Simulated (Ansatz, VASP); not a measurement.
## GaP: VASP beside Ansatz

```
CELL_PARAMETERS angstrom
0.00000 2.72540 2.72540
2.72540 0.00000 2.72540
2.72540 2.72540 0.00000
ATOMIC_POSITIONS crystal
Ga 0.00000 0.00000 0.00000
P 0.25000 0.25000 0.25000
```

Alike in both runs: task single point; functional r2SCAN; k mesh 4 × 4 × 4; no spin polarisation.

|  | VASP | Ansatz |
| --- | --- | --- |
| version | VASP 6.6.1 | Ansatz 0.2.0 |
| potentials or method | VASP PAW PBE potentials, release 64 (Ga_d, P) | plane waves, PAW |
| plane-wave cutoff (eV) | 520 | 500 |
| occupations | gaussian, width 0.01 eV | fixed |
| valence electrons in the cell | 18 | 18 |

```tsv
	VASP	Ansatz	Ansatz less VASP
gap on the k mesh at the Fermi level (eV)	1.88	1.88	-0.004
```

Caveats: the k mesh is coarse (spacing up to 0.50 Å⁻¹), so the values aren't converged. A k mesh can miss the band edges. r2SCAN opens gaps a little over a GGA but as a rule still falls short of measured ones.
